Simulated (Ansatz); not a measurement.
# Si5H12O4 in a box: levels of theory, part 2 of 2

Aim: for Si5H12O4 in a box, compare levels of theory; the runs are relaxing the atoms and single point.

Ansatz 0.2.0; DFT PBE, scalar-relativistic, plane waves, PAW, and further levels as typed in the inputs. The steps go on from the part before.

## Step 3: Single point

It takes the final geometry of step 2.

The input, input.yaml:

```yaml
crystal:
  lattice:
    - [15.0, 0.0, 0.0]
    - [0.0, 15.0, 0.0]
    - [0.0, 0.0, 15.0]
  atoms:
    - { symbol: Si, position: [0.5000257733, 0.5000014133, 0.4999827679] }
    - { symbol: O, position: [0.4831625048, 0.5735337565, 0.4218861742] }
    - { symbol: Si, position: [0.4978428849, 0.6799625294, 0.3971134582] }
    - { symbol: O, position: [0.6052570918, 0.4744925682, 0.5081466353] }
    - { symbol: Si, position: [0.6864936229, 0.4202707804, 0.4570111649] }
    - { symbol: O, position: [0.4671896119, 0.5419336988, 0.5945999502] }
    - { symbol: Si, position: [0.4701602781, 0.5253752182, 0.703565821] }
    - { symbol: O, position: [0.4445050108, 0.4100144444, 0.4752610202] }
    - { symbol: Si, position: [0.3454991989, 0.3744012612, 0.442338398] }
    - { symbol: H, position: [0.4814878052, 0.6903179347, 0.2996911212] }
    - { symbol: H, position: [0.4337355755, 0.7363582039, 0.4481922319] }
    - { symbol: H, position: [0.5908965746, 0.7081848128, 0.4186565218] }
    - { symbol: H, position: [0.7718936586, 0.4474095694, 0.4998577425] }
    - { symbol: H, position: [0.688539088, 0.4438537365, 0.3602657877] }
    - { symbol: H, position: [0.6737092611, 0.3220669697, 0.4666402833] }
    - { symbol: H, position: [0.4470978436, 0.4308882652, 0.7250129863] }
    - { symbol: H, position: [0.5608154221, 0.5459459935, 0.7390335407] }
    - { symbol: H, position: [0.4033359087, 0.5862676719, 0.7446968165] }
    - { symbol: H, position: [0.3315249207, 0.3956320627, 0.3461392841] }
    - { symbol: H, position: [0.2734521371, 0.4170939656, 0.4962480436] }
    - { symbol: H, position: [0.3433758374, 0.2759951335, 0.4556602704] }
scf:
  occupations: { method: gaussian, width: 0.02 }
output:
  forces: true
  stress: false
  eigenvalues: true
  core_levels: { shells: { Si: "2p" } }
kpoints:
  mp_grid: { grid: [1, 1, 1] }
hamiltonian:
  xc: pbe
  pseudopotentials: { kind: paw, azcp: { folder: soft_1 } }
```

Command:

```bash
ansatz run input.yaml --threads 4 --pin off --max-ram 20480MiB --backend cpu --events-out ev --progress --plain --runs-dir out
```

Output, shortened:

```text
Warning: RAYON_NUM_THREADS=4 ignored (pool sized by the plan → 4); use --threads N
[...]
Pseudopotentials: kind: paw
Pseudopotential: Si, paw, valence charge 4, recommended cutoff 420 eV (normal), <dir>
Pseudopotential: O, paw, valence charge 6, recommended cutoff 420 eV (normal), <dir>
Pseudopotential: H, paw, valence charge 1, recommended cutoff 420 eV (normal), <dir>
Functional definition: PBE
[...]
Crystal: 21 atoms, lattice volume = 3375.000 Å³
Basis set: ecut = 420 eV, 65867 PW (Γ), exchange–correlation on 216×216×216 points (8 copies of the dense FFT grid, shifted against one another)
Bands: 49, of which v1, the nominal top of the filled ones, is band 28 counted from 1 (27 counted from 0)
Symmetry: 1 space group operations
Space group: P1 (ITA 1), of the structure as read, at distance tolerance 1.5e-4 Å
k-points: 1
[...]
  atom   6  O     -0.00120756    -0.01671203     0.00631891
  atom   7  Si    -0.00657358     0.00757857     0.00223455
  atom   8  O     -0.01511732     0.00787080     0.00644810
[...]
--- Band table (eV) ---
[...]
--- Core levels from the vacuum (the cell holds vacuum along its three vectors; a hole's nearest image at 15.0 Å) ---
  the holes have spin, beside a run without
  atom         alike  shell      binding/eV   shift/eV difference/eV images/eV   SCF
  Si 0             1     2p         108.287     +0.000       106.548    +1.739    13
  Si 2             1     2p         107.480     -0.807       105.721    +1.760    13
  Si 4             1     2p         107.480     -0.807       105.724    +1.756    13
  Si 6             1     2p         107.482     -0.806       105.717    +1.764    13
  Si 8             1     2p         107.480     -0.807       105.726    +1.755    13
  the dataset of Si with a 2p hole: scattering error 0.001 eV (0.001 eV in the local channel); free atom: scalar-relativistic, large and small components
  the two lines of Si's 2p: 2p1/2 +0.408 eV and 2p3/2 -0.204 eV off its levels, 1 : 2 in strength
```

Run time: 88 s. Hardware: 4 threads of Intel Xeon Platinum 8488C (Sapphire Rapids), shared host; peak memory 2.6 GiB.

## Step 4: Single point: LDA

It takes the final geometry of step 2.

Changes to input.yaml since step 3:

```diff
@@ -27,2 +27,3 @@
     - { symbol: H, position: [0.3433758374, 0.2759951335, 0.4556602704] }
+  defects: [{ substitution: { at: 0, symbol: Si_c } }]
 scf:
@@ -33,3 +34,3 @@
   eigenvalues: true
-  core_levels: { shells: { Si: "2p" } }
+  core_levels: { shells: { Si_c: "2p" } }
 kpoints:
@@ -37,3 +38,3 @@
 hamiltonian:
-  xc: pbe
+  xc: lda
   pseudopotentials: { kind: paw, azcp: { folder: soft_1 } }
```

Command:

```bash
ansatz run input.yaml --threads 4 --pin off --max-ram 20480MiB --backend cpu --events-out ev --progress --plain --runs-dir out
```

Output, shortened:

```text
Warning: <dir> the record states the generating functional pbe (its physics header spells it `PBE`), which answers neither for hamiltonian.xc's functional nor for the lda family's — results may be inconsistent (PPs are generated against a specific XC)
[...]
Warning: RAYON_NUM_THREADS=4 ignored (pool sized by the plan → 4); use --threads N
[...]
[... 4 set-up lines as earlier in the session ...]
Functional definition: SPW92
[...]
Crystal: 21 atoms, lattice volume = 3375.000 Å³
Basis set: ecut = 420 eV, 65867 PW (Γ)
Bands: 49, of which v1, the nominal top of the filled ones, is band 28 counted from 1 (27 counted from 0)
[... 2 set-up lines as earlier in the session ...]
k-points: 1
[...]
Free energy (F): -5455.604857 eV
[...]
E sigma→0 (E₀):  -5455.604857 eV
Fermi energy:    -4.148758 eV
[...]
--- Forces (eV/Å), atoms counted from 1 ---
  atom   1  Si_c     0.00049411     0.00000584     0.00051456
  atom   2  O        0.17272427     0.01164388     0.36323652
  atom   3  Si      -0.05902040    -0.48042629     0.12627638
  atom   4  O       -0.28689604    -0.07223539    -0.27408136
  atom   5  Si      -0.37923665     0.24333144     0.22139420
  atom   6  O        0.20556010    -0.32987658    -0.10496947
  atom   7  Si      -0.00603190     0.06144074    -0.49698636
  atom   8  O       -0.09291536     0.39154860     0.01539910
[...]
--- Band table (eV) ---
[...]
--- Core levels from the vacuum (the cell holds vacuum along its three vectors; a hole's nearest image at 15.0 Å) ---
  the holes have spin, beside a run without
  atom         alike  shell      binding/eV   shift/eV difference/eV images/eV   SCF
  Si_c 0           1     2p         108.247     +0.000       106.512    +1.735    13
  the dataset of Si_c with a 2p hole: scattering error 0.001 eV (0.001 eV in the local channel); free atom: scalar-relativistic, large and small components
  the two lines of Si_c's 2p: 2p1/2 +0.408 eV and 2p3/2 -0.204 eV off its levels, 1 : 2 in strength
```

Run time: 17 s. Hardware: 4 threads of Intel Xeon Platinum 8488C (Sapphire Rapids), shared host; peak memory 2.2 GiB.

## Step 5: Single point: r2SCAN

It takes the final geometry of step 2.

Changes to input.yaml since step 4:

```diff
@@ -35,2 +35,6 @@
   core_levels: { shells: { Si_c: "2p" } }
+  write_density: true
+  write_potential: true
+  elf: true
+  volumetric_format: npy
 kpoints:
@@ -38,3 +42,3 @@
 hamiltonian:
-  xc: lda
+  xc: r2scan
   pseudopotentials: { kind: paw, azcp: { folder: soft_1 } }
```

Command:

```bash
ansatz run input.yaml --threads 4 --pin off --max-ram 20480MiB --backend cpu --events-out ev --progress --plain --runs-dir out
```

Output, shortened:

```text
[...]
WARN: The output density's exchange-correlation potential varies sharply where the density is thin. Do not read a vacuum level from v_tot or v_xc, or from such a field of the output density. On a cell that repeats whose density bears no net charge and no dipole along the vacuum's axis use [...]
── core hole 1/1: 2p of Si_c 0 ──
── 2p of Si_c 0: 108.611 eV over the cell without the hole, in 15 iterations ──
SCF converged after 9 iterations
Free energy (F): -5667.415318 eV
[...]
E sigma→0 (E₀):  -5667.415318 eV
Fermi energy:    -3.934416 eV
[...]
--- Forces (eV/Å), atoms counted from 1 ---
  atom   1  Si_c     0.00022677     0.00007052     0.00048423
  atom   2  O        0.16246936     0.09283055     0.28244824
  atom   3  Si      -0.04684723    -0.27682944     0.04290184
  atom   4  O       -0.17462666    -0.09816479    -0.27361248
  atom   5  Si      -0.19522418     0.14716307     0.14948635
  atom   6  O        0.16922199    -0.29336026    -0.00227995
  atom   7  Si      -0.02124571     0.06129972    -0.27751894
  atom   8  O       -0.15830857     0.29963975    -0.00692228
[...]
--- Band table (eV) ---
[...]
--- Core levels from the vacuum (the cell holds vacuum along its three vectors; a hole's nearest image at 15.0 Å) ---
  the holes have spin, beside a run without
  atom         alike  shell      binding/eV   shift/eV difference/eV images/eV   SCF
  Si_c 0           1     2p         110.351     +0.000       108.611    +1.740    15
  the dataset of Si_c with a 2p hole: scattering error 0.001 eV (0.001 eV in the local channel); free atom: scalar-relativistic, large and small components
  the two lines of Si_c's 2p: 2p1/2 +0.408 eV and 2p3/2 -0.204 eV off its levels, 1 : 2 in strength
  Si_c 0 2p: stability_check_not_made
```

Wall time 5.3 min (4 threads of Intel Xeon Platinum 8488C (Sapphire Rapids), shared host); peak memory 8.6 GiB.

Density in a lattice plane of the grid's cell (edges 15.00 and 15.00 Å, at 0.500 of the third edge), which holds Si and O and H.

Values in e/Å³, 12 rows by 12 columns:
```
0.00 0.00 0.00 0.00 0.00 0.00 0.00 0.00 0.00 0.00 0.00 0.00
0.00 0.00 0.00 0.00 0.00 0.00 0.00 0.00 0.00 0.00 0.00 0.00
0.00 0.00 0.00 0.00 0.00 0.09 0.04 0.02 0.00 0.00 0.00 0.00
0.00 0.00 0.00 0.00 0.00 0.03 0.04 0.02 0.00 0.00 0.00 0.00
0.00 0.00 0.00 0.00 0.00 0.04 0.22 0.03 0.01 0.00 0.00 0.00
0.00 0.00 0.00 0.02 0.02 0.12 0.12 2.88 0.32 0.15 0.02 0.00
0.00 0.00 0.00 0.61 0.33 2.26 0.54 0.43 0.28 0.67 0.04 0.00
0.00 0.00 0.00 0.04 0.24 0.11 0.03 0.02 0.49 0.05 0.00 0.00
0.00 0.00 0.00 0.01 0.12 0.02 0.00 0.00 0.02 0.00 0.00 0.00
0.00 0.00 0.00 0.00 0.00 0.00 0.00 0.00 0.00 0.00 0.00 0.00
0.00 0.00 0.00 0.00 0.00 0.00 0.00 0.00 0.00 0.00 0.00 0.00
0.00 0.00 0.00 0.00 0.00 0.00 0.00 0.00 0.00 0.00 0.00 0.00
```
Columns run along the first of these edges and rows up along the second, over one cell in 12 and 12 even steps from the bottom left corner. Atoms in the plane (fractional): Si at (0.50, 0.50), O at (0.61, 0.47), H at (0.77, 0.45), H at (0.27, 0.42).

ELF in the same plane.

Values, 12 rows by 12 columns:
```
0.00 0.00 0.00 0.00 0.00 0.06 0.00 0.00 0.00 0.00 0.00 0.00
0.00 0.00 0.00 0.00 0.84 0.96 0.07 0.01 0.21 0.00 0.00 0.00
0.00 0.00 0.00 0.04 0.96 1.00 0.47 0.69 0.93 0.11 0.00 0.00
0.00 0.00 0.00 0.00 0.01 0.16 0.07 0.36 0.15 0.00 0.00 0.00
0.00 0.00 0.01 0.00 0.00 0.05 0.31 0.04 0.04 0.01 0.33 0.03
0.00 0.01 0.82 0.97 0.04 0.15 0.32 0.79 0.57 0.97 0.99 0.74
0.00 0.03 0.96 1.00 0.81 0.79 0.60 0.63 0.23 0.99 1.00 0.72
0.00 0.00 0.06 0.28 0.63 0.15 0.31 0.07 1.00 0.36 0.02 0.00
0.00 0.00 0.00 0.45 1.00 0.71 0.00 0.41 0.99 0.81 0.00 0.00
0.00 0.00 0.00 0.56 0.97 0.77 0.00 0.01 0.74 0.24 0.00 0.00
0.00 0.00 0.00 0.00 0.06 0.00 0.00 0.00 0.00 0.00 0.00 0.00
0.00 0.00 0.00 0.00 0.00 0.00 0.00 0.00 0.00 0.00 0.00 0.00
```
Columns run along the first of these edges and rows up along the second, over one cell in 12 and 12 even steps from the bottom left corner. Atoms in the plane (fractional): Si at (0.50, 0.50), O at (0.61, 0.47), H at (0.77, 0.45), H at (0.27, 0.42).

Both are smooth fields of the valence electrons: close to the nuclei they are not physical.

Outside the cores ELF peaks at 1.00 beside H, off the lines to its neighbours, 1.1 Å from H; 1.00 at H; 0.86 beside O, off the lines to its neighbours, 0.6 Å from O.

## Step 6: Single point: HSE06

It takes the final geometry of step 2.

Changes to input.yaml since step 5:

```diff
@@ -35,6 +35,2 @@
   core_levels: { shells: { Si_c: "2p" } }
-  write_density: true
-  write_potential: true
-  elf: true
-  volumetric_format: npy
 kpoints:
@@ -42,3 +38,3 @@
 hamiltonian:
-  xc: r2scan
+  xc: hse06
   pseudopotentials: { kind: paw, azcp: { folder: soft_1 } }
```

Command:

```bash
ansatz run input.yaml --threads 4 --pin off --max-ram 20480MiB --backend cpu --events-out ev --progress --plain --runs-dir out
```

Output, shortened:

```text
Warning: RAYON_NUM_THREADS=4 ignored (pool sized by the plan → 4); use --threads N
[...]
[... 4 set-up lines as earlier in the session ...]
Functional definition: HSE06
[...]
Crystal: 21 atoms, lattice volume = 3375.000 Å³
Basis set: ecut = 420 eV, 65867 PW (Γ), exchange–correlation on 216×216×216 points (8 copies of the dense FFT grid, shifted against one another)
Bands: 49, of which v1, the nominal top of the filled ones, is band 28 counted from 1 (27 counted from 0)
[... 2 set-up lines as earlier in the session ...]
k-points: 1
[...]
  atom   2  O        0.17679616     0.11045184     0.30369732
  atom   3  Si      -0.05276283    -0.31215094     0.05418525
  atom   4  O       -0.18152417    -0.11176937    -0.30083499
  atom   5  Si      -0.22474302     0.16316854     0.16623275
  atom   6  O        0.18390610    -0.31895432     0.00774600
  atom   7  Si      -0.01923138     0.06617372    -0.31465598
  atom   8  O       -0.18049948     0.32110433    -0.01101227
[...]
--- Band table (eV) ---
[...]
--- Core levels from the vacuum (the cell holds vacuum along its three vectors; a hole's nearest image at 15.0 Å) ---
  the holes have spin, beside a run without
  atom         alike  shell      binding/eV   shift/eV difference/eV images/eV   SCF
  Si_c 0           1     2p         108.582     +0.000       106.843    +1.738    21
  the dataset of Si_c with a 2p hole: scattering error 0.001 eV (0.001 eV in the local channel); free atom: scalar-relativistic, large and small components
  the two lines of Si_c's 2p: 2p1/2 +0.408 eV and 2p3/2 -0.204 eV off its levels, 1 : 2 in strength
  Si_c 0 2p: stability_check_not_made
```

Run time: 96 s. Hardware: 4 threads of Intel Xeon Platinum 8488C (Sapphire Rapids), shared host; peak memory 2.9 GiB.

## Step 7: Results

This closing draws on all 2 parts.

```
step   level  energy above the lowest (eV)  gap on the mesh (eV)     time
   2     PBE                         0.000                  5.94     54 s
   3     PBE                         0.000                  5.94     88 s
   4     LDA                           n/a                  5.77     17 s
   5  r2SCAN                           n/a                  6.74  5.3 min
   6   HSE06                           n/a                  7.45     96 s
```

Energies compare only among runs of one formula, size, charge, level and basis; each such set counts from its lowest member.

**Reading.** The gap on the mesh runs from 5.77 eV with LDA to 7.45 eV with HSE06.
